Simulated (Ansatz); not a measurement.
**GaSb: a prediction, then the measurements**

These are results of DFT PBE, scalar-relativistic, plane waves, PAW in Ansatz 0.2.0, not measurements.

Plane waves to 420 eV, a k mesh through Γ of 12×12×12 on the computed 2-atom cell and Gaussian smearing (0.10 eV); no spin polarisation.

Relaxed structure, symmetry kept:

```
Ga Sb
1.0
     0.00000    3.10692    3.10692
     3.10692    0.00000    3.10692
     3.10692    3.10692    0.00000
Ga Sb
1 1
Cartesian
  0.0000 0.0000 0.0000
  1.5535 1.5535 1.5535
```

| Item | Value |
| --- | --- |
| Space group | F-43m (No. 216) |
| Volume per atom | 29.99 Å³ |
| Formation energy from the elements' standard states (uncorrected) | -0.166 eV/atom |
| Kohn–Sham band gap | zero, with almost no states at the Fermi level |
| Density of states at the Fermi level | 0.00 states/eV per cell (so small that it hangs on the mesh: a semimetal, or crossings between mesh points) |
| Löwdin character within 0.5 eV of the Fermi level | Sb 5p 63 %, Ga 4p 23 %, Ga 4s 7 % |
| Bader charges (e) | Ga (1 in the cell) 0.32, Sb (1 in the cell) -0.32 |

Spin-orbit coupling is left out, which matters for the bands of heavy elements.

**Measured values to compare with.**

From a printed reference work, monograph, for a bulk crystal of GaSb at 300 K: lattice constant a 6.09612 Å.

Measured lattice constant a of GaSb: 6.09612 Å (300 K; a printed reference work, monograph). This calculation gives 6.214 Å (+1.9 %). The calculation is for 0 K without zero-point motion.